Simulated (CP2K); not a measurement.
**Pb in CP2K: the effect of functional**

Crystal: Pb.

```
Pb
1.0
     3.47597    0.00000    0.00000
     1.75836    3.05244    0.00000
     1.77250    1.02007    2.83955
Pb
1
Cartesian
  0.0000 0.0000 0.0000
```

Alike in all runs:

| Property | Result |
| --- | --- |
| Program | CP2K 2026.2 |
| Task | single point |
| Potentials or basis | POTENTIAL_UZH Pb GTH-PBE-q4; TZVP-MOLOPT-PBE-GTH basis |
| Density cutoff | 9184 eV |
| k mesh | 9 × 9 × 9 |
| Occupations | fermi-dirac, width 0.05 eV |
| Spin | no spin polarisation |

| functional | pressure (GPa) |
| --- | --- |
| PBE | 3.6 |
| LDA | 3.2 |
| PBEsol | 2.9 |
| WC | 3.1 |
| optB88-vdW | ? |
| vdW-DF2 | 8.9 |
| M06-L | -2.7 |

Task: What does the run with functional optB88-vdW give?

Result: Pressure 5.8 GPa.

Caveats: the basis of atomic orbitals isn't converged, which shifts pressures, moduli and gaps; the potentials were made for another functional, which shifts forces and pressure (some runs).
